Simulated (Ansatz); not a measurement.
# AlNi2: how settings move the results

The task, for AlNi2: see how the k-point mesh shifted by half a step moves the results.

Method: DFT PBEsol, scalar-relativistic, plane waves, PAW, in Ansatz 0.2.0.

3 further runs of the same task are left out: 2 for a known fault of the program, 1 set aside as unsound or not needed. Runs told in other sessions of the task aren't counted.

**1. Starting point**

Symmetry: P-3m1, No. 164, trigonal system. Conventional cell: a = 3.974 Å, b = 3.974 Å, c = 4.904 Å, α = 90.00°, β = 90.00°, γ = 120.00°. Al (site symmetry 3m) is surrounded by 8 Ni at 2.37 to 2.48 Å. Ni (site symmetry 3m) is surrounded by 5 Al at 2.37 to 2.48 Å and 3 Ni at 2.47 Å. Ni (site symmetry -3m) has 8 Ni at 2.45 to 2.47 Å and 6 Al at 2.75 Å in its first shell of neighbours. Around Ni (site symmetry -3m) lie 8 Ni at 2.45 to 2.77 Å and 6 Al at 2.48 Å.

Coordinates:

```xyz
6
Lattice="3.9740 0.0000 0.0000 -1.9870 3.4416 0.0000 0.0000 0.0000 4.9043" Properties=species:S:1:pos:R:3 pbc="T T T"
Al    0.0000    2.2944    0.9312
Al    1.9870    1.1472    3.9731
Ni    0.0000    2.2944    3.3600
Ni    1.9870    1.1472    1.5443
Ni    0.0000    0.0000    2.4521
Ni    0.0000    0.0000    0.0000
```

The structure comes from the Materials Project (structure only); it is used as listed.

**2. The base input**

File input.yaml:

```yaml
crystal:
  lattice:
    - [3.9740030242, 0.0, 0.0]
    - [-1.9870015121, 3.4415875737, 0.0]
    - [0.0, 0.0, 4.90425882]
  atoms:
    - { symbol: Al, position: [0.33333333, 0.66666667, 0.18987406] }
    - { symbol: Al, position: [0.66666667, 0.33333333, 0.81012594] }
    - { symbol: Ni, position: [0.33333333, 0.66666667, 0.68511004] }
    - { symbol: Ni, position: [0.66666667, 0.33333333, 0.31488996] }
    - { symbol: Ni, position: [0.0, 0.0, 0.5] }
    - { symbol: Ni, position: [0.0, 0.0, 0.0] }
basis:
  ecutwfc: 420
kpoints:
  mp_grid: { grid: [12, 12, 8] }
hamiltonian:
  xc: pbesol
scf:
  occupations: { method: gaussian, width: 0.1 }
output:
  forces: true
  stress: true
  eigenvalues: true
  populations: true
```

Its results, from an earlier run: -4045.3383 eV/atom at zero smearing, pressure 0.11 GPa, largest force 0.059 eV/Å, no gap on the mesh, in 8 SCF cycles and 51 s.

**3. K-point mesh shifted by half a step set to 6×6×4**

File input.yaml:

```yaml
crystal:
  lattice:
    - [3.9740030242, 0.0, 0.0]
    - [-1.9870015121, 3.4415875737, 0.0]
    - [0.0, 0.0, 4.90425882]
  atoms:
    - { symbol: Al, position: [0.3333333333, 0.6666666667, 0.18987406] }
    - { symbol: Al, position: [0.6666666667, 0.3333333333, 0.81012594] }
    - { symbol: Ni, position: [0.3333333333, 0.6666666667, 0.68511004] }
    - { symbol: Ni, position: [0.6666666667, 0.3333333333, 0.31488996] }
    - { symbol: Ni, position: [0.0, 0.0, 0.5] }
    - { symbol: Ni, position: [0.0, 0.0, 0.0] }
basis:
  ecutwfc: 420
kpoints:
  mp_grid: { grid: [6, 6, 4], shift: [0.5, 0.5, 0.5] }
hamiltonian:
  xc: pbesol
scf:
  occupations: { method: gaussian, width: 0.1 }
output:
  forces: true
  stress: true
  eigenvalues: true
```

The run is started by

```sh
$ ansatz run input.yaml --threads 1 --pin off --max-ram 2560MiB --backend cpu --events-out ev --progress --plain --runs-dir out
```

What it wrote, shortened:

```text
Warning: crystal.symmetry: narrowed to the stabiliser of the k-point mesh — unitary ops 12 → 4; excluded 8 operations that carry a point of the 6×6×4 mesh (shift [0.5, 0.5, 0.5]) off the mesh (the run samples exactly the mesh kpoints.mp_grid names, as under crystal.symmetry.detect: false, [...]
Warning: RAYON_NUM_THREADS=1 ignored (pool sized by the plan → 1); use --threads N
[...]
Pseudopotentials: kind: paw
Pseudopotential: Al, paw, valence charge 3, recommended cutoff 420 eV (normal), Al.paw.azcp
Pseudopotential: Ni, paw, valence charge 18, recommended cutoff 420 eV (normal), Ni.paw.azcp
Functional definition: PBEsol
[...]
Crystal: 6 atoms, lattice volume = 67.075 Å³
Basis set: ecut = 420 eV, 1337 PW (Γ), exchange–correlation on 54×54×72 points (8 copies of the dense FFT grid, shifted against one another)
Bands: 47, of which v1, the nominal top of the filled ones, is band 39 counted from 1 (38 counted from 0)
Symmetry: 4 space group operations
k-points: 42 of 144
[...]
SCF iter   1: F=—  HF=-24272.079477 eV  |F-HF|=—  |Δ(HF+E_count)|=         —  Δρ=2.53e-2  dr2=2.73e-1  ethr=1.77e-3  ⟨swp⟩=5.9  Hψ=7444  notcnv=0  defer=14
[...]
SCF iter   8: F=-24272.043393 eV  HF=-24272.043393 eV  |F-HF|=1.03e-8  |Δ(HF+E_count)|=   4.23e-8  Δρ=3.51e-6  dr2=8.96e-9  ethr=1.28e-10  ⟨swp⟩=8.5  Hψ=8591  notcnv=0
[...]
SCF converged after 8 iterations
Free energy (F): -24272.043393 eV
[...]
E sigma→0 (E₀):  -24272.036171 eV
Entropy (-TS):   -0.014444 eV (-2.407 meV/atom)
Fermi energy:    15.600633 eV
[...]
--- Forces (eV/Å), atoms counted from 1 ---
  atom   1  Al     0.01013889    -0.00585369     0.06195271
  atom   2  Al    -0.01013889     0.00585369    -0.06195271
  atom   3  Ni     0.03672285    -0.02120195     0.00533680
  atom   4  Ni    -0.03672285     0.02120195    -0.00533680
  atom   5  Ni     0.00000000     0.00000000     0.00000000
  atom   6  Ni     0.00000000     0.00000000     0.00000000
[...]
--- Stress (GPa, compression-positive) ---
        0.140317      -0.023264       0.046815
       -0.023264       0.113454      -0.027029
        0.046816      -0.027029      -0.084809
  P = ⅓ Tr σ = 0.0563 GPa (0.563 kbar)
--- Band table (eV; the first three rows and the last of 42) ---
[...]
```

Wall time 15 s (1 thread of Intel Xeon at 2.50GHz (Skylake/Cascade Lake), shared host); peak memory 0.41 GiB.

This run gives -4045.3394 eV/atom at zero smearing, pressure 0.06 GPa, largest force 0.063 eV/Å and no gap on the mesh. The log warns that the mesh lowers the symmetry.

**4. K-point mesh shifted by half a step: 6×6×6**

Changes to input.yaml since step 3:

```diff
@@ -15,3 +15,3 @@
 kpoints:
-  mp_grid: { grid: [6, 6, 4], shift: [0.5, 0.5, 0.5] }
+  mp_grid: { grid: [6, 6, 6], shift: [0.5, 0.5, 0.5] }
 hamiltonian:
```

The run is started by

```sh
$ ansatz run input.yaml --threads 1 --pin off --max-ram 2560MiB --backend cpu --events-out ev --progress --plain --runs-dir out
```

What it wrote, shortened:

```text
Warning: crystal.symmetry: narrowed to the stabiliser of the k-point mesh — unitary ops 12 → 4; excluded 8 operations that carry a point of the 6×6×6 mesh (shift [0.5, 0.5, 0.5]) off the mesh (the run samples exactly the mesh kpoints.mp_grid names, as under crystal.symmetry.detect: false, [...]
Warning: RAYON_NUM_THREADS=1 ignored (pool sized by the plan → 1); use --threads N
[...]
[... 4 set-up lines as earlier in the session ...]
[...]
Crystal: 6 atoms, lattice volume = 67.075 Å³
Basis set: ecut = 420 eV, 1337 PW (Γ), exchange–correlation on 54×54×72 points (8 copies of the dense FFT grid, shifted against one another)
Bands: 47, of which v1, the nominal top of the filled ones, is band 39 counted from 1 (38 counted from 0)
[... 1 set-up line as earlier in the session ...]
k-points: 63 of 216
[...]
SCF iter   1: F=—  HF=-24272.074072 eV  |F-HF|=—  |Δ(HF+E_count)|=         —  Δρ=2.47e-2  dr2=2.57e-1  ethr=1.77e-3  ⟨swp⟩=6.1  Hψ=11182  notcnv=0  defer=24
[...]
SCF iter   8: F=-24272.039112 eV  HF=-24272.039112 eV  |F-HF|=9.01e-9  |Δ(HF+E_count)|=   3.96e-8  Δρ=3.20e-6  dr2=8.30e-9  ethr=1.28e-10  ⟨swp⟩=8.6  Hψ=12791  notcnv=0
[...]
SCF converged after 8 iterations
Free energy (F): -24272.039112 eV
[...]
E sigma→0 (E₀):  -24272.032407 eV
Entropy (-TS):   -0.013408 eV (-2.235 meV/atom)
Fermi energy:    15.623895 eV
[...]
--- Forces (eV/Å), atoms counted from 1 ---
  atom   1  Al     0.01148891    -0.00663313     0.06287469
  atom   2  Al    -0.01148891     0.00663313    -0.06287469
  atom   3  Ni     0.02702640    -0.01560370     0.02989907
  atom   4  Ni    -0.02702640     0.01560370    -0.02989907
  atom   5  Ni     0.00000000     0.00000000     0.00000000
  atom   6  Ni     0.00000000     0.00000000     0.00000000
[...]
--- Stress (GPa, compression-positive) ---
        0.071965       0.072347       0.267014
        0.072347       0.155504      -0.154161
        0.267014      -0.154161       0.074770
  P = ⅓ Tr σ = 0.1007 GPa (1.007 kbar)
--- Band table (eV; the first three rows and the last of 63) ---
[...]
```

Wall time 22 s (1 thread of Intel Xeon at 2.50GHz (Skylake/Cascade Lake), shared host); peak memory 0.45 GiB.

Result: -4045.3387 eV/atom at zero smearing, pressure 0.10 GPa, largest force 0.064 eV/Å and no gap on the mesh. The log warns that the mesh lowers the symmetry.

**5. K-point mesh shifted by half a step set to 12×12×6**

Changes to input.yaml since step 4:

```diff
@@ -15,3 +15,3 @@
 kpoints:
-  mp_grid: { grid: [6, 6, 6], shift: [0.5, 0.5, 0.5] }
+  mp_grid: { grid: [12, 12, 6], shift: [0.5, 0.5, 0.5] }
 hamiltonian:
```

The run is started by

```sh
$ ansatz run input.yaml --threads 1 --pin off --max-ram 2560MiB --backend cpu --events-out ev --progress --plain --runs-dir out
```

What it wrote, shortened:

```text
Warning: crystal.symmetry: narrowed to the stabiliser of the k-point mesh — unitary ops 12 → 4; excluded 8 operations that carry a point of the 12×12×6 mesh (shift [0.5, 0.5, 0.5]) off the mesh (the run samples exactly the mesh kpoints.mp_grid names, as under crystal.symmetry.detect: [...]
Warning: RAYON_NUM_THREADS=1 ignored (pool sized by the plan → 1); use --threads N
[...]
[... 4 set-up lines as earlier in the session ...]
[...]
Crystal: 6 atoms, lattice volume = 67.075 Å³
Basis set: ecut = 420 eV, 1337 PW (Γ), exchange–correlation on 54×54×72 points (8 copies of the dense FFT grid, shifted against one another)
Bands: 47, of which v1, the nominal top of the filled ones, is band 39 counted from 1 (38 counted from 0)
[... 1 set-up line as earlier in the session ...]
k-points: 234 of 864
[...]
SCF iter   1: F=—  HF=-24272.069194 eV  |F-HF|=—  |Δ(HF+E_count)|=         —  Δρ=2.48e-2  dr2=2.59e-1  ethr=1.77e-3  ⟨swp⟩=6.0  Hψ=41607  notcnv=0  defer=85
[...]
SCF iter   8: F=-24272.034026 eV  HF=-24272.034026 eV  |F-HF|=7.49e-9  |Δ(HF+E_count)|=   3.71e-8  Δρ=3.03e-6  dr2=7.18e-9  ethr=1.28e-10  ⟨swp⟩=8.5  Hψ=46967  notcnv=0
[...]
SCF converged after 8 iterations
Free energy (F): -24272.034026 eV
[...]
E sigma→0 (E₀):  -24272.025944 eV
Entropy (-TS):   -0.016163 eV (-2.694 meV/atom)
Fermi energy:    15.627110 eV
[...]
--- Forces (eV/Å), atoms counted from 1 ---
  atom   1  Al     0.00208293    -0.00120258     0.05926249
  atom   2  Al    -0.00208293     0.00120258    -0.05926249
  atom   3  Ni     0.00721066    -0.00416307     0.02245283
  atom   4  Ni    -0.00721066     0.00416307    -0.02245283
  atom   5  Ni     0.00000000     0.00000000     0.00000000
  atom   6  Ni     0.00000000     0.00000000     0.00000000
[...]
--- Stress (GPa, compression-positive) ---
        0.141795      -0.013660       0.002055
       -0.013660       0.126022      -0.001186
        0.002055      -0.001186       0.087662
  P = ⅓ Tr σ = 0.1185 GPa (1.185 kbar)
--- Band table (eV; the first three rows and the last of 234) ---
[...]
```

Run time: 75 s. Hardware: 1 thread of Intel Xeon at 2.50GHz (Skylake/Cascade Lake), shared host; peak memory 0.74 GiB.

Read-out: -4045.3377 eV/atom at zero smearing, pressure 0.12 GPa, largest force 0.059 eV/Å and no gap on the mesh. The log warns that the mesh lowers the symmetry.

**6. What the k-point mesh shifted by half a step changes**

Energies are per atom, extrapolated to zero smearing, and count from the base run (12×12×8 mesh through Γ, Gaussian smearing of 0.1 eV). Pressure is positive in compression.

| shifted mesh | ΔE (meV/atom) | pressure (GPa) | largest change of a force component (eV/Å) | irreducible points | SCF cycles | CPU time |
| --- | --- | --- | --- | --- | --- | --- |
| 6×6×4 | -1.10 | 0.06 | 0.037 | 42 | 8 | 15 s |
| 6×6×6 | -0.47 | 0.10 | 0.027 | 63 | 8 | 22 s |
| 12×12×6 | 0.61 | 0.12 | 0.007 | 234 | 8 | 75 s |

CPU times come from a shared host, so they are rough.

**7. Outcome**

```
                                                 quantity                    value
largest energy shift, k-point mesh shifted by half a step  -1.10 meV/atom at 6×6×4
```

In words: The densest shifted mesh lands 0.61 meV/atom from the base run. The shift lowers the symmetry that the mesh keeps. The final runs have no spin polarisation, so a magnetic state may lie lower.
